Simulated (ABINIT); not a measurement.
# GaAs (F-43m) in ABINIT: notebook

One crystal, GaAs, is run at these levels: PBE; tasks: single point.

Everything below comes from runs of ABINIT 10.8.3 (patched build). Logs are shortened: lines on timing, memory, paths and dates and some standing lists are left out, and cuts for length are marked. The log counts tension as positive stress, the text compression.

**The experiment to reproduce.**

“Evidence of valence band perturbations in GaAsN/GaAs(001): A combined variable-angle spectroscopic ellipsometry and modulated photoreflectance investigation”, 2008, arxiv:0805.2212 reports, for a bulk crystal of GaAs at 300 K: band gap 1.418 ± 0.005 eV (direct); band gap 1.412 ± 0.01 eV (direct).

The runs below are set against these values where they give the same quantity.

### 1 Starting point

Symmetry: F-43m, No. 216, cubic system. The conventional cell has a = 5.654 Å, b = 5.654 Å, c = 5.654 Å, α = 90.00°, β = 90.00°, γ = 90.00°. As (site symmetry -43m) has 4 Ga at 2.45 Å as nearest neighbours. Around Ga (site symmetry -43m) lie 4 As at 2.45 Å.

### 2 Single point, PBE

Input file run.abi:

```
pp_dirpath "./"
pseudos "As.upf, Ga.upf"

acell 3*1.0 Angstrom
rprim
     0.0000000000     2.8268500000     2.8268500000
     2.8268500000     0.0000000000     2.8268500000
     2.8268500000     2.8268500000     0.0000000000
ntypat 2
znucl 33 31
natom 2
typat 1 2
xred
     0.7500000000     0.7500000000     0.7500000000
     0.0000000000     0.0000000000     0.0000000000

ecut 38.0

kptopt 1
ngkpt 6 6 6
nshiftk 1
shiftk 0.0 0.0 0.0

ixc 11

nband 18
occopt 3
tsmear 0.00183747

nstep 100
tolvrs 1.0e-10

iomode 3
prtwf 0
prtden 0
prteig 0
prtebands 0
enunit 1
prtvol 2
```

Potentials or basis: PseudoDojo NC SR PBE v0.4.1 standard.

On the command line:

```sh
> mpirun --bind-to none -np 4 abinit run.abi > log 2>&1
```

run.abo:

```text
.Version 10.8.3 of ABINIT
 Symmetries : space group F-4 3 m (#216); Bravais cF (face-center cubic)
================================================================================
 Values of the parameters that define the memory need of the present run
     intxc =       0    ionmov =       0      iscf =       7    lmnmax =       6
     lnmax =       6     mgfft =      45  mpssoang =       3    mqgrid =    3001
     natom =       2  nloc_mem =       1    nspden =       1   nspinor =       1
    nsppol =       1      nsym =      24    n1xccc =    2501    ntypat =       2
    occopt =       3   xclevel =       2
       mpw =        3428          nfft =       91125          nkpt =          16
================================================================================
================================================================================

--------------------------------------------------------------------------------
------------- Echo of variables that govern the present computation ------------
--------------------------------------------------------------------------------
 -outvars: echo values of preprocessed input variables --------
            acell      1.8897261259E+00  1.8897261259E+00  1.8897261259E+00 Bohr
              amu      7.49215900E+01  6.97230000E+01
             ecut      3.80000000E+01 Hartree
           enunit           1
              ixc          11
         kptrlatt        6    0    0      0    6    0      0    0    6
          kptrlen      4.53281381E+01
            natom           2
            nband          18
            ngfft          45      45      45
             nkpt          16
            nstep         100
             nsym          24
           ntypat           2
           occopt           3
           prtden           0
        prtebands           0
           prteig           0
           prtvol           2
            prtwf           0
            rprim      0.0000000000E+00  2.8268500000E+00  2.8268500000E+00
                       2.8268500000E+00  0.0000000000E+00  2.8268500000E+00
                       2.8268500000E+00  2.8268500000E+00  0.0000000000E+00
          spgroup         216
           tolvrs      1.00000000E-10
           tsmear      1.83747000E-03 Hartree
            typat      1  2
           xangst      4.2402750000E+00  4.2402750000E+00  4.2402750000E+00
                       0.0000000000E+00  0.0000000000E+00  0.0000000000E+00
            xcart      8.0129584485E+00  8.0129584485E+00  8.0129584485E+00
                       0.0000000000E+00  0.0000000000E+00  0.0000000000E+00
             xred      7.5000000000E-01  7.5000000000E-01  7.5000000000E-01
                       0.0000000000E+00  0.0000000000E+00  0.0000000000E+00
            znucl       33.00000   31.00000

================================================================================

[... 198 lines left out ...]
   7.76261    7.76261
 kpt#   2, nband= 18, wtk=  0.03704, kpt=  0.1667  0.0000  0.0000 (reduced coord)
 -31.18471  -31.18424  -31.18424  -31.17487  -31.17487  -10.82216  -10.79380  -10.79380
 -10.72281  -10.72281   -8.38349    1.31237    3.64389    3.64389    5.65753    8.30975
   8.30975    8.71036
 kpt#   3, nband= 18, wtk=  0.03704, kpt=  0.3333  0.0000  0.0000 (reduced coord)
 -31.18452  -31.18396  -31.18396  -31.17490  -31.17489  -10.86130  -10.78405  -10.78405
 -10.72102  -10.72102   -7.55758   -1.35251    3.09834    3.09834    5.24136    8.72826
   8.72826   11.27736
 kpt#   4, nband= 18, wtk=  0.01852, kpt=  0.5000  0.0000  0.0000 (reduced coord)
 -31.18430  -31.18374  -31.18374  -31.17489  -31.17489  -10.87886  -10.78052  -10.78052
 -10.71873  -10.71873   -6.94190   -2.61172    2.88344    2.88344    5.02469    8.66779
   8.66779   11.79131
 kpt#   5, nband= 18, wtk=  0.02778, kpt=  0.1667  0.1667  0.0000 (reduced coord)
[... 32 lines left out ...]
 -31.18560  -31.18245  -31.18245  -31.17529  -31.17383  -10.91060  -10.75035  -10.75035
 -10.74830  -10.71027   -6.20428   -2.79096    1.34813    1.34813    5.49231    5.68560
  14.19727   14.19727
 kpt#  14, nband= 18, wtk=  0.11111, kpt=  0.5000  0.3333  0.1667 (reduced coord)
 -31.18469  -31.18355  -31.18329  -31.17522  -31.17445  -10.88493  -10.77240  -10.76590
 -10.73289  -10.71684   -6.89648   -1.77624    0.81727    1.97659    7.45983    7.88841
   9.12912   11.86169
 kpt#  15, nband= 18, wtk=  0.11111, kpt= -0.3333  0.3333  0.1667 (reduced coord)
 -31.18411  -31.18375  -31.18285  -31.17496  -31.17435  -10.89244  -10.77172  -10.76105
 -10.73023  -10.71926   -6.39352   -2.46620    0.36937    1.56965    7.63267    8.38948
  10.23535   11.44082
 kpt#  16, nband= 18, wtk=  0.05556, kpt= -0.3333  0.5000  0.1667 (reduced coord)
 -31.18479  -31.18325  -31.18245  -31.17530  -31.17418  -10.90134  -10.76350  -10.75523
 -10.73691  -10.71588   -6.16147   -2.65557    0.68198    0.82564    7.30364    7.48086
  11.14444   11.44522
 Total charge density [el/Bohr^3]
)     Maximum=    2.4023E+00  at reduced coord.    0.7333    0.7556    0.8444
)Next maximum=    2.4023E+00  at reduced coord.    0.6667    0.7556    0.8444
)     Minimum=    4.6873E-05  at reduced coord.    0.0000    0.0000    0.0000
)Next minimum=    2.2678E-03  at reduced coord.    0.2444    0.2444    0.2444
   Integrated=    2.8000E+01

--- !EnergyTerms
iteration_state     : {dtset: 1, }
comment             : Components of total free energy in Hartree
kinetic             :  1.38903076990468E+02
hartree             :  5.73663936896802E+01
xc                  : -4.47211869117530E+01
Ewald energy        : -9.91764168217229E+01
psp_core            :  4.92280304459007E+00
local_psp           : -1.49386528344690E+02
non_local_psp       : -9.04714209589308E+01
internal            : -1.82563279312358E+02
'-kT*entropy'       : -2.11928542389998E-06
total_energy        : -1.82563281431643E+02
total_energy_eV     : -4.96779996537017E+03
band_energy         : -1.57866168333842E+01
...

 Cartesian components of stress tensor (hartree/bohr^3)
  sigma(1 1)= -8.04430163E-05  sigma(3 2)=  0.00000000E+00
  sigma(2 2)= -8.04430163E-05  sigma(3 1)=  0.00000000E+00
  sigma(3 3)= -8.04430163E-05  sigma(2 1)=  0.00000000E+00

-Cartesian components of stress tensor (GPa)         [Pressure=  2.3667E+00 GPa]
- sigma(1 1)= -2.36671525E+00  sigma(3 2)=  0.00000000E+00
- sigma(2 2)= -2.36671525E+00  sigma(3 1)=  0.00000000E+00
- sigma(3 3)= -2.36671525E+00  sigma(2 1)=  0.00000000E+00

== END DATASET(S) ==============================================================
================================================================================

 -outvars: echo values of variables after computation  --------
            acell      1.8897261259E+00  1.8897261259E+00  1.8897261259E+00 Bohr
           etotal     -1.8256328143E+02
            fcart     -2.5202725440E-29 -2.5202725440E-29  7.5608176319E-29
                       2.5202725440E-29  2.5202725440E-29 -7.5608176319E-29
            rprim      0.0000000000E+00  2.8268500000E+00  2.8268500000E+00
                       2.8268500000E+00  0.0000000000E+00  2.8268500000E+00
                       2.8268500000E+00  2.8268500000E+00  0.0000000000E+00
           strten     -8.0443016306E-05 -8.0443016306E-05 -8.0443016306E-05
                       0.0000000000E+00  0.0000000000E+00  0.0000000000E+00
           xangst      4.2402750000E+00  4.2402750000E+00  4.2402750000E+00
                       0.0000000000E+00  0.0000000000E+00  0.0000000000E+00
             xred      7.5000000000E-01  7.5000000000E-01  7.5000000000E-01
                       0.0000000000E+00  0.0000000000E+00  0.0000000000E+00
 Calculation completed.
```

Wall time 11 s (4 MPI ranks of Arm Neoverse V2, shared host); peak memory 0.32 GiB.

Results:

```
Free energy                                           : -4967.8000 eV
Band gap on the k mesh                                : 0.51 eV, direct
Valence electrons inside the program's atomic spheres : As 12.37; Ga 10.82
```

Caveat: the cutoff is too short for stress, so the log's stress isn't used.

### 3 Single point, PBE

Input file run.abi:

```
# Pseudopotentials
pp_dirpath "./"
pseudos "As.upf, Ga.upf"

# Structure
acell 3.9977696088 3.9977696088 3.9977696088 Angstrom
rprim
     0.0000000000     0.7071067812     0.7071067812
     0.7071067812     0.0000000000     0.7071067812
     0.7071067812     0.7071067812     0.0000000000
ntypat 2
znucl 33 31
natom 2
typat 1 2
xred
     0.7500000000     0.7500000000     0.7500000000
     0.0000000000     0.0000000000     0.0000000000

# Plane-wave basis
ecut 42.0

# k points
kptopt 1
ngkpt 6 6 6
nshiftk 1
shiftk 0.0 0.0 0.0

# Exchange and correlation
ixc 11

# Bands and occupations
nband 18
occopt 3
tsmear 0.00183747

# SCF cycle
nstep 100
tolvrs 1.0e-10

# Output
iomode 3
prtwf 0
prteig 0
prtebands 0
prtden 1
prtvha 1
prtvclmb 1
prtpot 1
prtelf 1
```

Potentials or basis: PseudoDojo NC SR PBE v0.5 standard.

On the command line:

```sh
> mpirun --bind-to none -np 4 abinit run.abi > log 2>&1
```

run.abo:

```text
.Version 10.8.3 of ABINIT
 Symmetries : space group F-4 3 m (#216); Bravais cF (face-center cubic)
================================================================================
 Values of the parameters that define the memory need of the present run
     intxc =       0    ionmov =       0      iscf =       7    lmnmax =       6
     lnmax =       6     mgfft =      48  mpssoang =       3    mqgrid =    3001
     natom =       2  nloc_mem =       1    nspden =       1   nspinor =       1
    nsppol =       1      nsym =      24    n1xccc =    2501    ntypat =       2
    occopt =       3   xclevel =       2
       mpw =        3984          nfft =      110592          nkpt =          16
================================================================================
================================================================================

--------------------------------------------------------------------------------
------------- Echo of variables that govern the present computation ------------
--------------------------------------------------------------------------------
 -outvars: echo values of preprocessed input variables --------
            acell      7.5546896751E+00  7.5546896751E+00  7.5546896751E+00 Bohr
              amu      7.49215900E+01  6.97230000E+01
             ecut      4.20000000E+01 Hartree
              ixc          11
         kptrlatt        6    0    0      0    6    0      0    0    6
          kptrlen      4.53281381E+01
            natom           2
            nband          18
            ngfft          48      48      48
             nkpt          16
            nstep         100
             nsym          24
[... 185 lines left out ...]
hartree             :  5.73673737792195E+01
xc                  : -4.47215130293034E+01
Ewald energy        : -9.91764168196967E+01
psp_core            :  4.92280304428836E+00
local_psp           : -1.49388740799778E+02
non_local_psp       : -9.04726124327747E+01
internal            : -1.82563711001594E+02
'-kT*entropy'       : -2.12007452156894E-06
total_energy        : -1.82563713121668E+02
total_energy_eV     : -4.96781171225418E+03
band_energy         : -1.57855036135825E+01
...

 Cartesian components of stress tensor (hartree/bohr^3)
  sigma(1 1)= -1.14824682E-04  sigma(3 2)=  0.00000000E+00
  sigma(2 2)= -1.14824682E-04  sigma(3 1)=  0.00000000E+00
  sigma(3 3)= -1.14824682E-04  sigma(2 1)=  0.00000000E+00

-Cartesian components of stress tensor (GPa)         [Pressure=  3.3783E+00 GPa]
- sigma(1 1)= -3.37825878E+00  sigma(3 2)=  0.00000000E+00
- sigma(2 2)= -3.37825878E+00  sigma(3 1)=  0.00000000E+00
- sigma(3 3)= -3.37825878E+00  sigma(2 1)=  0.00000000E+00

== END DATASET(S) ==============================================================
================================================================================

 -outvars: echo values of variables after computation  --------
            acell      7.5546896751E+00  7.5546896751E+00  7.5546896751E+00 Bohr
           etotal     -1.8256371312E+02
            fcart     -0.0000000000E+00 -0.0000000000E+00 -0.0000000000E+00
                      -0.0000000000E+00 -0.0000000000E+00 -0.0000000000E+00
            rprim      0.0000000000E+00  7.0710678120E-01  7.0710678120E-01
                       7.0710678120E-01  0.0000000000E+00  7.0710678120E-01
                       7.0710678120E-01  7.0710678120E-01  0.0000000000E+00
           strten     -1.1482468196E-04 -1.1482468196E-04 -1.1482468196E-04
                       0.0000000000E+00  0.0000000000E+00  0.0000000000E+00
           xangst      4.2402750001E+00  4.2402750001E+00  4.2402750001E+00
                       0.0000000000E+00  0.0000000000E+00  0.0000000000E+00
             xred      7.5000000000E-01  7.5000000000E-01  7.5000000000E-01
                       0.0000000000E+00  0.0000000000E+00  0.0000000000E+00
 Calculation completed.
```

Wall time 13 s (4 MPI ranks of Arm Neoverse V2, shared host); peak memory 0.36 GiB.

Results:

```yaml
Free_energy: -4967.8117 eV
Pressure: 3.4 GPa
Band_gap_on_the_k_mesh: 0.51 eV, direct
Valence_electrons_inside_the_program's_atomic_spheres: As 12.38; Ga 10.82
```

### 4 How close it comes

Step 2. Against the measured gap of GaAs, 1.418 eV (direct; 300 K; “Evidence of valence band perturbations in GaAsN/GaAs(001): A combined variable-angle spectroscopic ellipsometry and modulated photoreflectance investigation”, 2008, arxiv:0805.2212), the calculated 0.51 eV is off by -0.90 eV. 3 values of this kind are on record (1.412 to 1.51 eV); this one was drawn at random among those near their median, those with a stated uncertainty first. Spin-orbit coupling on As, Ga is left out. The value is that of PBE on a finite k mesh, which can miss the band edges, without temperature or zero-point motion. Semilocal functionals fall short of measured gaps as a rule.

Step 3. Against the measured gap of GaAs, 1.412 eV (direct; 300 K; “Evidence of valence band perturbations in GaAsN/GaAs(001): A combined variable-angle spectroscopic ellipsometry and modulated photoreflectance investigation”, 2008, arxiv:0805.2212), the calculated 0.51 eV is off by -0.90 eV. 3 values of this kind are on record (1.412 to 1.51 eV); this one was drawn at random among those near their median, those with a stated uncertainty first. Spin-orbit coupling on As, Ga is left out. The value is that of PBE on a finite k mesh, which can miss the band edges, without temperature or zero-point motion. Semilocal functionals fall short of measured gaps as a rule.
